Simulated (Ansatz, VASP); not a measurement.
## One calculation of Si, two programs

INCAR

```
ALGO     = Normal         # electronic algorithm
EDIFF    = 1E-6           # SCF threshold, eV
ENCUT    = 520            # plane-wave cutoff, eV
GGA      = CA             # functional
ISIF     = 2              # what is computed and relaxed
ISMEAR   = 0              # smearing method
LASPH    = True           # aspherical terms in the spheres
LCHARG   = False          # write CHGCAR
LREAL    = False          # projectors in reciprocal space
LWAVE    = False          # write WAVECAR
NBANDS   = 11             # bands
NELM     = 100            # most SCF steps
PREC     = Accurate       # precision mode
SIGMA    = 0.05           # smearing width, eV
```

File KPOINTS:

```
k-points
0
Gamma
  12 12 12
```

File POSCAR:

```
Si
1.0
    0.0000000000      2.6990528441      2.5095793344
    2.6990528441      0.0000000000      2.5095793344
    2.6990528441      2.6990528441      0.0000000000
Si
2
Direct
    0.5000000000      0.5000000000      0.5000000000
    0.7500000000      0.7500000000      0.7500000000
```

Input for Ansatz:

```yaml
crystal:
  lattice:
    - [0.0, 2.6990528441, 2.5095793344]
    - [2.6990528441, 0.0, 2.5095793344]
    - [2.6990528441, 2.6990528441, 0.0]
  atoms:
    - { symbol: Si, position: [0.5, 0.5, 0.5] }
    - { symbol: Si, position: [0.75, 0.75, 0.75] }
basis:
  ecutwfc: 420
kpoints:
  mp_grid: { grid: [12, 12, 12] }
hamiltonian:
  xc: lda
  pseudopotentials: { kind: paw, azcp: { folder: soft_1 } }
scf:
  occupations: { method: gaussian, width: 0.05 }
output:
  forces: true
  stress: true
  eigenvalues: true
  write_density: true
  write_potential: true
  elf: true
  volumetric_format: npy
```

Alike in both runs: task single point; functional LDA; k mesh 12 × 12 × 12; occupations gaussian, width 0.05 eV; no spin polarisation.

|  | VASP | Ansatz |
| --- | --- | --- |
| version | VASP 6.6.1 | Ansatz 0.2.0 |
| potentials or method | VASP PAW LDA potentials, release 64 (Si) | scalar-relativistic, plane waves, PAW |
| plane-wave cutoff (eV) | 520 | 420 |
| valence electrons in the cell | 8 | 8 |

|  | VASP | Ansatz | Ansatz less VASP |
| --- | --- | --- | --- |
| gap on the k mesh at the Fermi level (eV) | none | none | - |
| pressure (GPa) | 8.2 | 8.1 | -0.07 |
| largest component of the traceless stress (GPa) | 3.68 | 3.69 | +0.011 |

A gap of «none» marks a metal or a gap that the smearing closes. Ansatz warned: «pseudo_functional_mismatch».
